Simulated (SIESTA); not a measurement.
Crystal: Zn.

```
Zn
1.0
     0.00000    1.96478    1.96478
     1.96478    0.00000    1.96478
     1.96478    1.96478    0.00000
Zn
1
Direct
  0.00000 0.00000 0.00000
```

This isn't the form of Zn at room conditions, which is hcp.

| Property | Result |
| --- | --- |
| Program | SIESTA 5.4.2 |
| Task | single point |
| Functional | PBE |
| Potentials or basis | PseudoDojo 0.4 standard (PBE files) |
| Basis | DZP (energy shift 0.003 Ry; two zetas on semicore shells) |
| Grid cutoff | 800 Ry |
| Energy shift | 0.003 Ry |
| k mesh | 12 × 12 × 12 |
| Occupations | fermi-dirac, width 0.05 eV |
| Spin | no spin polarisation |

On this cell: pressure -2.8 GPa; band gap on the k mesh none (metal or under the smearing width).

The same run follows on a disturbed copy (cell strained at random at fixed volume):

```
Zn
1.0
     0.00399    2.00457    1.96702
     1.95665   -0.00432    1.97532
     1.92741    1.98363    0.02492
Zn
1
Direct
  0.97223 0.01156 0.01002
```

What changes?

The energy (extrapolated to zero smearing) moves by +1.9 meV/atom; pressure -2.7 GPa; band gap on the k mesh none (metal or under the smearing width).

Stress tensor (GPa, compression positive):
```
-2.22 -0.17  0.55
-0.17 -3.51  0.40
 0.55  0.40 -2.41
```

Caveats: short orbitals over semicore shells can move pressures by several GPa; the valence orbitals were made in a potential fitted to the semicore shell under them, which widens gaps by tenths of an eV or more; the basis of atomic orbitals isn't converged, which shifts pressures, moduli and gaps.
